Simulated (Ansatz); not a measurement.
Crystal: Zn.

```
CELL_PARAMETERS angstrom
3.77113 0.00000 0.00000
0.00000 3.77113 0.00000
0.00000 0.00000 3.77113
ATOMIC_POSITIONS crystal
Zn 0.00000 0.50000 0.50000
Zn 0.50000 0.00000 0.50000
Zn 0.50000 0.50000 0.00000
```

The cell was built by a generator and needn't be a form met in nature.

Program: Ansatz 0.2.0. Alike in all runs: task band structure; potentials or basis Ansatz PAW; no spin polarisation; cell as given; k mesh 7 × 7 × 7; smearing fermi-dirac 0.05 eV.

Question: Order these runs on this cell by their pressure, lowest first.
A. level revPBE; cutoff (eV) 420
B. level BLYP; cutoff (eV) 420
C. level r2SCAN; cutoff (eV) 500
D. level LDA; cutoff (eV) 420

Answer: D (-7.2 GPa), C (-3.8 GPa), A (1.4 GPa), B (4.1 GPa).

Caveats: the PAW data sets come from PBE, with cores solved anew for the run's functional, which leaves a small shift of forces and pressure.

Runs at the PBE level aren't shown here.
